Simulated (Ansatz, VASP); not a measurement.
**SnTe in VASP and in Ansatz**

The input INCAR:

```
PREC = Accurate
ENCUT = 520
EDIFF = 1E-6
ISMEAR = 0
SIGMA = 0.1
LREAL = False
LASPH = True
NELM = 100
ALGO = Normal
ISIF = 2
LWAVE = False
LCHARG = False
GGA = PE
NBANDS = 17
```

File KPOINTS:

```
regular mesh
0
Gamma
  10 10 10
```

The input POSCAR:

```
SnTe
1.0
    3.8790851680     -0.0110112540      0.0195235000
   -0.0110112540      3.8805689540     -0.0019133030
    0.0195235000     -0.0019133030      3.8843955600
Sn Te
1 1
Direct
    0.0017286859     -0.0141137603     -0.0058237509
    0.4982713141      0.5141137603      0.5058237509
```

Input for Ansatz:

```yaml
crystal:
  lattice:
    - [3.879085168, -0.011011254, 0.0195235]
    - [-0.011011254, 3.880568954, -0.001913303]
    - [0.0195235, -0.001913303, 3.88439556]
  atoms:
    - { symbol: Sn, position: [0.0017286859, -0.0141137603, -0.0058237509] }
    - { symbol: Te, position: [0.4982713141, 0.5141137603, 0.5058237509] }
basis:
  ecutwfc: 420
kpoints:
  mp_grid: { grid: [10, 10, 10] }
hamiltonian:
  xc: pbe
scf:
  occupations: { method: gaussian, width: 0.1 }
output:
  forces: true
  stress: true
  eigenvalues: true
  populations: true
```

Change from the starting cell: all atoms moved at random, cell strained at random.

Alike in both runs: task single point; functional PBE; k mesh 10 × 10 × 10; occupations gaussian, width 0.1 eV; no spin polarisation.

|  | VASP | Ansatz |
| --- | --- | --- |
| version | VASP 6.6.1 | Ansatz 0.2.0 |
| potentials or method | VASP PAW PBE potentials, release 64 (Sn_d, Te) | scalar-relativistic, plane waves, PAW |
| plane-wave cutoff (eV) | 520 | 420 |
| valence electrons in the cell | 20 | 30 |

|  | VASP | Ansatz | Ansatz less VASP |
| --- | --- | --- | --- |
| gap on the k mesh at the Fermi level (eV) | none | none | - |
| pressure (GPa) | 0.4 | 0.5 | +0.07 |
| largest component of the traceless stress (GPa) | 0.10 | 0.10 | 0.000 |
| rms of the force components (eV/Å) | 0.031 | 0.032 | +0.0008 |

Atom by atom the forces differ by 0.001 eV/Å (rms over components). A gap of «none» marks a metal or a gap that the smearing closes. The functional is the same, so the differences come from potentials, cutoffs and numerics. The two sets of potentials don't hold the same shells in valence.

Spin-orbit coupling is left out, which matters for the levels of Te.
